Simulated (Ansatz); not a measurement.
# A series in volume per atom on PbS

All-electron LAPW DFT of a crystal on the k mesh given, cartesian forces, stress positive in compression, open shells may miss their lowest state, no spin. The results are calculated, by Ansatz 0.2 development.

Cell of the first row (space group Fm-3m, No. 225):
```
cell vectors (Å)
   0.0000     2.8837     2.8837
   2.8837     0.0000     2.8837
   2.8837     2.8837     0.0000
atoms (fractions of the cell vectors)
Pb  0.00000  0.00000  0.00000
S   0.50000  0.50000  0.50000
```

Settings of every row: k mesh 8x8x8; k shift 0x0x0; occupations Fermi-Dirac; smearing width 0.06 eV; functional LDA; relativity scalar; nucleus point; basis error target 0.25 meV/atom; hardware server CPU, model not recorded, shared host; command ansatz run INPUT --backend cpu --pin off --threads 1.

Limits: no spin-orbit coupling, which can matter with elements this heavy.

| row | volume per atom (Å³) | pressure (GPa) |
| --- | --- | --- |
| 1 | 23.981 | 2.73 |
| 2 | 24.763 | ? |
| 3 | 25.545 | -1.43 |
| 4 | 26.327 | -3.07 |
| 5 | 27.109 | -4.47 |
| 6 | 27.891 | -5.66 |
| 7 | 28.673 | -6.66 |

Question: what pressure should row 2 give?

Worked fit of pressure. Take u = (V_r/V)^(2/3) − 1 with V_r = 26.718 Å³ an atom, which is twice the finite (Eulerian) strain; such expansions in the strain, on which the Birch-Murnaghan equation of state is built, carry the rest volume and the bulk modulus. The shown rows have u = 0.07471, 0.03038, 0.00988, -0.00964, -0.02824, -0.04599. Least squares give pressure = −3.8 + 71.77 × u + 209.1 × u² GPa; a straight line predicts inner rows, each left out in turn, worse (root mean square 0.32 against 0.0032 GPa). All shown rows lie on it to the printed digit. The pressure vanishes at u = 0.0466, or V = 24.95 Å³ an atom, and there the bulk modulus at fixed shape and fractions is B = −V dP/dV = (2/3)(1 + u) dP/du = 63.7 GPa. The withheld row has u = 0.05196, so the fit gives −3.8 + 71.77 × (0.05196) + 209.1 × (0.05196)² = 0.49 GPa.

The calculation gave 0.48 GPa. The fit lies 0.01 GPa (2.1 % of the value, 0.11 % of the column's range) above it, one unit of the last digit.
